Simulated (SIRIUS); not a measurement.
# Y (P6_3/mmc) in SIRIUS: convergence with empty bands

Aim: find how far empty bands must go before the results for Y settle, at PBE. This setting moves, with any that are tied to it; all else stays.

Program: SIRIUS 7.10.0. These are calculated values, not measurements. Logs are shortened: lines on timing, memory, paths and dates and some standing lists are left out, and cuts for length are marked. The log counts tension as positive stress, the text compression.

## 1. Starting point

Symmetry: P6_3/mmc, No. 194, hexagonal system. The conventional cell has a = 3.647 Å, b = 3.647 Å, c = 5.731 Å, α = 90.00°, β = 90.00°, γ = 120.00°. Y (site symmetry -6m2) has 12 Y at 3.56 to 3.65 Å as nearest neighbours.

## 2. With empty bands 1

Input file sirius.json:

```json
{
  "control": {
    "processing_unit": "cpu",
    "verbosity": 2,
    "num_bands_to_print": 12,
    "print_forces": true,
    "print_stress": true
  },
  "parameters": {
    "electronic_structure_method": "pseudopotential",
    "xc_functionals": ["XC_GGA_X_PBE", "XC_GGA_C_PBE"],
    "gk_cutoff": 8.5,
    "pw_cutoff": 17.0,
    "ngridk": [8, 8, 5],
    "shiftk": [0, 0, 0],
    "smearing": "fermi_dirac",
    "smearing_width": 0.0018374661,
    "num_bands": 12,
    "num_mag_dims": 0,
    "num_dft_iter": 100,
    "energy_tol": 1e-08,
    "density_tol": 1e-06
  },
  "iterative_solver": {
    "type": "davidson",
    "min_tolerance": 1e-10
  },
  "mixer": {
    "type": "anderson",
    "beta": 0.7,
    "max_history": 8
  },
  "settings": {
    "tol_ne": 1e-10
  },
  "unit_cell": {
    "lattice_vectors": [
      [6.89258706696, 0.0, 0.0],
      [-3.44629353348, 5.969155497853, 0.0],
      [0.0, 0.0, 10.82926452978]
    ],
    "atom_coordinate_units": "lattice",
    "atom_types": ["Y"],
    "atom_files": {
      "Y": "Y.json"
    },
    "atoms": {
      "Y": [
        [0.6666666667, 0.3333333333, 0.75],
        [0.3333333333, 0.6666666667, 0.25]
      ]
    }
  }
}
```

Potentials or basis: in-house norm-conserving set, PBE (scalar relativistic).

On the command line:

```
upf_to_json Y.upf
OMP_NUM_THREADS=1 sirius.scf --input=sirius.json --output=out.json --task=0
```

Wall time 64 s (1 thread of Arm Neoverse V1, shared host); peak memory 0.4 GiB.

Results:

```
Free energy            : -2219.8519 eV
Pressure               : -0.1 GPa
Band gap on the k mesh : none (metal or under the smearing width)
```

## 3. With empty bands 2

Edit sirius.json of step 2 so:

```diff
@@ -4,3 +4,3 @@
     "verbosity": 2,
-    "num_bands_to_print": 12,
+    "num_bands_to_print": 13,
     "print_forces": true,
@@ -17,3 +17,3 @@
     "smearing_width": 0.0018374661,
-    "num_bands": 12,
+    "num_bands": 13,
     "num_mag_dims": 0,
```

Potentials or basis: in-house norm-conserving set, PBE (scalar relativistic).

On the command line:

```
upf_to_json Y.upf
OMP_NUM_THREADS=1 sirius.scf --input=sirius.json --output=out.json --task=0
```

Wall time 65 s (1 thread of Arm Neoverse V1, shared host); peak memory 0.41 GiB.

It converged, with:

```yaml
Free_energy: -2219.8519 eV
Pressure: -0.1 GPa
Band_gap_on_the_k_mesh: none (metal or under the smearing width)
```

## 4. With empty bands 3

Edit sirius.json of step 3 so:

```diff
@@ -4,3 +4,3 @@
     "verbosity": 2,
-    "num_bands_to_print": 13,
+    "num_bands_to_print": 14,
     "print_forces": true,
@@ -17,3 +17,3 @@
     "smearing_width": 0.0018374661,
-    "num_bands": 13,
+    "num_bands": 14,
     "num_mag_dims": 0,
```

On the command line:

```
upf_to_json Y.upf
OMP_NUM_THREADS=1 sirius.scf --input=sirius.json --output=out.json --task=0
```

It took 64 s on 1 thread of Arm Neoverse V1, shared host; peak memory 0.41 GiB.

The run converged. Its results:

```yaml
Free_energy: -2219.8519 eV
Pressure: -0.1 GPa
Band_gap_on_the_k_mesh: none (metal or under the smearing width)
```

## 5. With empty bands 4

Edit sirius.json of step 4 so:

```diff
@@ -4,3 +4,3 @@
     "verbosity": 2,
-    "num_bands_to_print": 14,
+    "num_bands_to_print": 15,
     "print_forces": true,
@@ -17,3 +17,3 @@
     "smearing_width": 0.0018374661,
-    "num_bands": 14,
+    "num_bands": 15,
     "num_mag_dims": 0,
```

On the command line:

```
upf_to_json Y.upf
OMP_NUM_THREADS=1 sirius.scf --input=sirius.json --output=out.json --task=0
```

Wall time 67 s (1 thread of Arm Neoverse V1, shared host); peak memory 0.41 GiB.

It converged, with:

```
Free energy            : -2219.8519 eV
Pressure               : -0.1 GPa
Band gap on the k mesh : none (metal or under the smearing width)
```

## 6. With empty bands 6

Edit sirius.json of step 5 so:

```diff
@@ -4,3 +4,3 @@
     "verbosity": 2,
-    "num_bands_to_print": 15,
+    "num_bands_to_print": 17,
     "print_forces": true,
@@ -17,3 +17,3 @@
     "smearing_width": 0.0018374661,
-    "num_bands": 15,
+    "num_bands": 17,
     "num_mag_dims": 0,
@@ -37,6 +37,7 @@
     "lattice_vectors": [
-      [6.89258706696, 0.0, 0.0],
-      [-3.44629353348, 5.969155497853, 0.0],
-      [0.0, 0.0, 10.82926452978]
+      [1.0, 0.0, 0.0],
+      [-0.5, 0.866025403794, 0.0],
+      [0.0, 0.0, 1.57114657016]
     ],
+    "lattice_vectors_scale": 6.892587067,
     "atom_coordinate_units": "lattice",
```

Potentials or basis: in-house norm-conserving set, PBE (scalar relativistic).

On the command line:

```
upf_to_json Y.upf
OMP_NUM_THREADS=1 sirius.scf --input=sirius.json --output=out.json --task=0
```

Run time: 78 s. Hardware: 1 thread of Arm Neoverse V1, shared host; peak memory 0.41 GiB.

Results (log left out):

- Free energy: -2219.8519 eV
- Pressure: -0.1 GPa
- Band gap on the k mesh: none (metal or under the smearing width)

## 7. With empty bands 10

Edit sirius.json of step 6 so:

```diff
@@ -4,3 +4,3 @@
     "verbosity": 2,
-    "num_bands_to_print": 17,
+    "num_bands_to_print": 21,
     "print_forces": true,
@@ -17,3 +17,3 @@
     "smearing_width": 0.0018374661,
-    "num_bands": 17,
+    "num_bands": 21,
     "num_mag_dims": 0,
@@ -37,7 +37,6 @@
     "lattice_vectors": [
-      [1.0, 0.0, 0.0],
-      [-0.5, 0.866025403794, 0.0],
-      [0.0, 0.0, 1.57114657016]
+      [6.89258706696, 0.0, 0.0],
+      [-3.44629353348, 5.969155497853, 0.0],
+      [0.0, 0.0, 10.82926452978]
     ],
-    "lattice_vectors_scale": 6.892587067,
     "atom_coordinate_units": "lattice",
```

On the command line:

```
upf_to_json Y.upf
OMP_NUM_THREADS=1 sirius.scf --input=sirius.json --output=out.json --task=0
```

It took 91 s on 1 thread of Arm Neoverse V1, shared host; peak memory 0.43 GiB.

The run converged. Its results:

| Item | Value |
| --- | --- |
| Free energy | -2219.8519 eV |
| Pressure | -0.1 GPa |
| Band gap on the k mesh | none (metal or under the smearing width) |

## 8. With empty bands 16

Edit sirius.json of step 7 so:

```diff
@@ -4,3 +4,3 @@
     "verbosity": 2,
-    "num_bands_to_print": 21,
+    "num_bands_to_print": 27,
     "print_forces": true,
@@ -17,3 +17,3 @@
     "smearing_width": 0.0018374661,
-    "num_bands": 21,
+    "num_bands": 27,
     "num_mag_dims": 0,
```

Potentials or basis: in-house norm-conserving set, PBE (scalar relativistic).

On the command line:

```
upf_to_json Y.upf
OMP_NUM_THREADS=1 sirius.scf --input=sirius.json --output=out.json --task=0
```

The log of the run:

```text
[... set-up lines left out ...]
[find] | SCF iteration   1 out of 100|
[find] +------------------------------+
[diagonalize] iterative solver tolerance (occupied, empty): 0.000151731 0.000151731
[diagonalize] average number of iterations: 9.2
[... band energies of this cycle ...]
[find] Charges and magnetic moments
[find] --------------------------------------------------------------------------------
[find] total charge          : 22.000000
[find] Energy
[find] --------------------------------------------------------------------------------
[find] valence_eval_sum               :      -8.80215448
[find] <rho|V^{XC}>                   :     -14.00509913
[find] <rho|E^{XC}>                   :     -15.87725352
[find] <mag|B^{XC}>                   :       0.00000000
[find] <rho|V^{H}>                    :      26.38253584
[find] one-electron contribution      :     -21.17959119 (Ha),     -42.35918238 (Ry)
[find] hartree contribution           :      13.19126792
[find] xc contribution                :     -15.87725352
[find] ewald contribution             :     -57.63576692
[find] PAW contribution               :       0.00000000
[find] smearing (-TS)                 :      -0.00148540
[find] SCF correction                 :      -0.07510443
[find] Total energy                   :     -81.57644814 (Ha),    -163.15289628 (Ry)
[find] Free energy (E-TS)             :     -81.57793353 (Ha),    -163.15586707 (Ry)
[find] band gap (eV)                  :       0.00000000
[find] Efermi                         :       0.34833955
[find] iteration : 1, RMS : 6.034320390597e-04, energy difference : -5.024399300680e-03
[find] Hartree energy of density residual : 5.108629188025e-07
[find] | SCF iteration   2 out of 100|
[diagonalize] iterative solver tolerance (occupied, empty): 6.03432e-05 6.03432e-05
[diagonalize] average number of iterations: 1.73333
[... levels, occupations and energy terms ...]
[find] Total energy                   :     -81.57654573 (Ha),    -163.15309146 (Ry)
[find] Free energy (E-TS)             :     -81.57802892 (Ha),    -163.15605784 (Ry)
[find] band gap (eV)                  :       0.00000000
[find] Efermi                         :       0.34727647
[find] iteration : 2, RMS : 1.504241190044e-04, energy difference : -9.759240373342e-05
[find] Hartree energy of density residual : 1.652517271176e-06
[find] | SCF iteration   3 out of 100|
[diagonalize] iterative solver tolerance (occupied, empty): 1.50424e-05 1.50424e-05
[diagonalize] average number of iterations: 3
[find] Total energy                   :     -81.57656249 (Ha),    -163.15312498 (Ry)
[... 127 lines left out ...]
[find] --------------------------------------------------------------------------------
[find] valence_eval_sum               :      -8.85437427
[find] <rho|V^{XC}>                   :     -14.01266518
[find] <rho|E^{XC}>                   :     -15.88348199
[find] <mag|B^{XC}>                   :       0.00000000
[find] <rho|V^{H}>                    :      26.43121808
[find] one-electron contribution      :     -21.27292716 (Ha),     -42.54585433 (Ry)
[find] hartree contribution           :      13.21560904
[find] xc contribution                :     -15.88348199
[find] ewald contribution             :     -57.63576692
[find] PAW contribution               :       0.00000000
[find] smearing (-TS)                 :      -0.00148386
[find] SCF correction                 :      -0.00000007
[find] Total energy                   :     -81.57656710 (Ha),    -163.15313421 (Ry)
[find] Free energy (E-TS)             :     -81.57805096 (Ha),    -163.15610193 (Ry)
[find] band gap (eV)                  :       0.00000000
[find] Efermi                         :       0.34756129
[find] iteration : 15, RMS : 3.556628572159e-09, energy difference : -8.142819751811e-12
[find] Hartree energy of density residual : 4.771512688735e-15
[find] bands are converged : true
[find] iterative solver converged : true
[find] converged after 16 SCF iterations!
[find] Charges and magnetic moments
[find] --------------------------------------------------------------------------------
[find] total charge          : 22.000000
[find] Energy
[find] --------------------------------------------------------------------------------
[find] valence_eval_sum               :      -8.85437427
[find] <rho|V^{XC}>                   :     -14.01266518
[find] <rho|E^{XC}>                   :     -15.88348199
[find] <mag|B^{XC}>                   :       0.00000000
[find] <rho|V^{H}>                    :      26.43121808
[find] one-electron contribution      :     -21.27292716 (Ha),     -42.54585433 (Ry)
[find] hartree contribution           :      13.21560904
[find] xc contribution                :     -15.88348199
[find] ewald contribution             :     -57.63576692
[find] PAW contribution               :       0.00000000
[find] smearing (-TS)                 :      -0.00148386
[find] SCF correction                 :      -0.00000007
[find] Total energy                   :     -81.57656710 (Ha),    -163.15313421 (Ry)
[find] Free energy (E-TS)             :     -81.57805096 (Ha),    -163.15610193 (Ry)
[find] band gap (eV)                  :       0.00000000
[find] Efermi                         :       0.34756129
[ground_state] === stress tensor components [kbar] ===
[ground_state] === stress_kin ===
[ground_state] -10139.845325    0.000000    0.000000
[ground_state]     0.000000-10139.845325    0.000000
[ground_state]     0.000000    0.000000-10134.309312
[ground_state] === stress_har ===
[ground_state] -2807.278973    0.000000    0.000000
[ground_state]     0.000000-2807.278973    0.000000
[ground_state]     0.000000    0.000000-3112.154629
[ground_state] === stress_ewald ===
[ground_state] 12887.076395   -0.000000   -0.000000
[ground_state]    -0.00000012887.076395    0.000000
[ground_state]    -0.000000    0.00000012284.688880
[ground_state] === stress_vloc ===
[ground_state]  8823.175614   -0.000000    0.000000
[ground_state]    -0.000000 8823.175614    0.000000
[ground_state]     0.000000    0.000000 9714.620479
[ground_state] === stress_xc ===
[ground_state] -1120.480350    0.000000    0.000000
[ground_state]     0.000000-1120.480350   -0.000000
[ground_state]     0.000000   -0.000000-1122.095279
[ground_state] === stress_core ===
[ground_state]  3979.216449   -0.000000    0.000000
[ground_state]    -0.000000 3979.216449    0.000000
[ground_state]     0.000000    0.000000 3978.030663
[ground_state] === stress_nonloc ===
[ground_state] -11621.870633    0.000000    0.000000
[ground_state]     0.000000-11621.870632    0.000000
[ground_state]     0.000000    0.000000-11604.623812
[ground_state] === stress_us_nl ===
[ground_state] -11621.870633    0.000000    0.000000
[ground_state]     0.000000-11621.870632    0.000000
[ground_state]     0.000000    0.000000-11604.623812
[ground_state] === stress_total ===
[ground_state]    -0.006822    0.000000    0.000000
[ground_state]     0.000000   -0.006822    0.000000
[ground_state]     0.000000    0.000000    4.156990
[ground_state] ==== total Forces in Ha/bohr =====
[ground_state] atom:    0, force:       0.0000000      0.0000000     -0.0000000
[ground_state] atom:    1, force:      -0.0000000     -0.0000000      0.0000000
[ground_state] ==== ultrasoft contribution from Qij =====
[ground_state] atom:    0, force:       0.0000000      0.0000000      0.0000000
[ground_state] atom:    1, force:       0.0000000      0.0000000      0.0000000
[ground_state] ==== non-local contribution from Beta-projector =====
[ground_state] atom:    0, force:       0.0000000      0.0000000      0.0000000
[ground_state] atom:    1, force:      -0.0000000     -0.0000000      0.0000000
[ground_state] ==== contribution from local potential =====
[ground_state] atom:    0, force:       0.0000000      0.0000000      0.0000000
[ground_state] atom:    1, force:       0.0000000     -0.0000000      0.0000000
[ground_state] ==== contribution from core density =====
[ground_state] atom:    0, force:       0.0000000      0.0000000      0.0000000
[ground_state] atom:    1, force:      -0.0000000      0.0000000     -0.0000000
[ground_state] ==== Ewald forces from ions =====
[ground_state] atom:    0, force:      -0.0000000      0.0000000     -0.0000000
[ground_state] atom:    1, force:       0.0000000     -0.0000000      0.0000000
[~DFT_ground_state] local op. applied: 28837
[~DFT_ground_state] evp. work count: 4371.41
[~DFT_ground_state] number of iterative solver steps: 1523
```

Run time: 1.9 min. Hardware: 1 thread of Arm Neoverse V1, shared host; peak memory 0.44 GiB.

Results:

| Property | Result |
| --- | --- |
| Free energy | -2219.8519 eV |
| Pressure | -0.1 GPa |
| Band gap on the k mesh | none (metal or under the smearing width) |

## 9. Result

```
empty bands  energy less the tightest run, at zero smearing (meV/atom)  SCF cycles  CPU time (s)  peak memory (GiB)
          1                                                       0.00          22            64                0.4
          2                                                       0.00          20            65               0.41
          3                                                       0.00          19            64               0.41
          4                                                       0.00          19            67               0.41
          6                                                       0.00          19            78               0.41
         10                                                       0.00          18            91               0.43
         16                                                       0.00          16           110               0.44
```

Against the tightest run, the energy stays within 1 meV/atom from 1 on. The tightest run that finished is the yardstick and may itself not be fully converged.
